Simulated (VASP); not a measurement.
Output of a VASP run:

File OSZICAR:
```
       N       E                     dE             d eps       ncg     rms          rms(c)
DAV:   1     0.168766640445E+03    0.16877E+03   -0.14984E+04  1408   0.157E+03
DAV:   2    -0.535150743396E+02   -0.22228E+03   -0.21837E+03  1824   0.400E+02
DAV:   3    -0.617490519776E+02   -0.82340E+01   -0.82249E+01  2272   0.756E+01
DAV:   4    -0.618875875271E+02   -0.13854E+00   -0.13850E+00  1880   0.802E+00
DAV:   5    -0.618908291634E+02   -0.32416E-02   -0.32416E-02  1984   0.804E-01    0.256E+01
DAV:   6    -0.451621380772E+02    0.16729E+02   -0.20159E+01  1888   0.429E+01    0.820E+00
DAV:   7    -0.463223497616E+02   -0.11602E+01   -0.23099E+00  1512   0.134E+01    0.422E+00
DAV:   8    -0.462841445417E+02    0.38205E-01   -0.20562E+00  1600   0.149E+01    0.230E+00
DAV:   9    -0.456696619102E+02    0.61448E+00   -0.78931E-01  1456   0.101E+01    0.118E+00
DAV:  10    -0.457810778083E+02   -0.11142E+00   -0.64513E-02  1560   0.301E+00    0.815E-01
DAV:  11    -0.458323939622E+02   -0.51316E-01   -0.88552E-03  1544   0.103E+00    0.710E-01
DAV:  12    -0.458484655220E+02   -0.16072E-01   -0.22016E-02  1440   0.143E+00    0.392E-01
DAV:  13    -0.458555814468E+02   -0.71159E-02   -0.14367E-02  1496   0.985E-01    0.569E-02
DAV:  14    -0.458556263283E+02   -0.44881E-04   -0.55312E-04  1640   0.299E-01    0.508E-02
DAV:  15    -0.458557069800E+02   -0.80652E-04   -0.16997E-04  1512   0.172E-01    0.485E-02
DAV:  16    -0.458560575692E+02   -0.35059E-03   -0.28758E-04  1520   0.162E-01    0.117E-02
DAV:  17    -0.458560526262E+02    0.49430E-05   -0.30374E-05  2256   0.429E-02    0.919E-03
DAV:  18    -0.458560573376E+02   -0.47114E-05   -0.71576E-06  1520   0.211E-02    0.275E-03
DAV:  19    -0.458560582596E+02   -0.92196E-06   -0.54980E-07   992   0.976E-03
   1 F= -.45856058E+02 E0= -.45856058E+02  d E =-.458561E+02
```

**OUTCAR**
```
------------------------ aborting loop because EDIFF is reached ----------------------------------------
  FORCE on cell =-STRESS in cart. coord.  units (eV):
  Direction    XX          YY          ZZ          XY          YZ          ZX
  --------------------------------------------------------------------------------------
  Total       -0.0265703     -0.0265703     -0.0173623     -0.0000000      0.0000000     -0.0000000
  in kB       -1.2890890     -1.2890887     -0.8423533     -0.0000000      0.0000000     -0.0000000
  external PRESSURE =      -1.1401770 kB  Pullay stress =       0.0000000 kB
  volume of cell :       33.02
      direct lattice vectors                 reciprocal lattice vectors
     1.800573441  1.039561410  2.940436056     0.277689312  0.160324022  0.113361871
    -1.800573441  1.039561410  2.940436056    -0.277689312  0.160324022  0.113361871
     0.000000000 -2.079122821  2.940436056     0.000000000 -0.320648044  0.113361871
 POSITION                                       TOTAL-FORCE (eV/Angst)
 -----------------------------------------------------------------------------------
      0.00000      0.00000      0.00000        -0.000000      0.000000     -0.000000
      0.00000      0.00000      2.20487         0.000000     -0.000000      0.008465
      0.00000      0.00000      6.61643         0.000000     -0.000000     -0.008465
 -----------------------------------------------------------------------------------
    total drift:                               -0.000000      0.000000      0.000000
  FREE ENERGIE OF THE ION-ELECTRON SYSTEM (eV)
  ---------------------------------------------------
  free  energy   TOTEN  =       -45.8560582596 eV

  energy  without entropy=      -45.8560582596  energy(sigma->0) =      -45.85605826

 reached required accuracy - stopping structural energy minimisation
```
(Selected blocks of OUTCAR.)

**POSCAR**
```
ZrO2
1
    1.8005734412     1.0395614105     2.9404360555
   -1.8005734412     1.0395614105     2.9404360555
   -0.0000000000    -2.0791228210     2.9404360555
Zr O
1 2
Direct
  0.0000000000   0.0000000000   0.0000000000
  0.2499486582   0.2499486582   0.2499486582
  0.7500513418   0.7500513418   0.7500513418
```

Q: Reconstruct the remaining input files.

A: One answer among several that fit: the input of the run itself, r2SCAN meta-GGA, plane waves, VASP's PBE PAW potentials (set 64).

### INCAR
```
NSW=60   ! most ionic steps
SYSTEM=ZrO2
EDIFF=1E-6
LWAVE=.FALSE.
LCHARG=.FALSE.
ISMEAR=0   ! Gaussian
ENCUT=520   ! plane-wave cut-off (eV)
LREAL=.FALSE.
METAGGA=R2SCAN
LASPH=.TRUE.   ! aspherical one-centre terms
SIGMA=0.05   ! width (eV)
IBRION=2
LMAXMIX=4   ! l cut-off of mixed one-centre charges
NELM=100
ISIF=3   ! ions, shape and volume
LMIXTAU=.TRUE.
EDIFFG=-0.02
ALGO=Normal
PREC=Accurate
```

File KPOINTS:
```
kpoints
0
Gamma
7 7 7
0 0 0
```

POTCAR, in this order: Zr_sv O (PBE.64 set). Program: vasp_std.

The structure was generated: ZrO2 was put into the CdCl2 type (R-3m), which need not be its known phase. It was relaxed first, which changed the volume by -15 %. The relaxed cell has space group Fm-3m. The start is the result of an earlier pass.
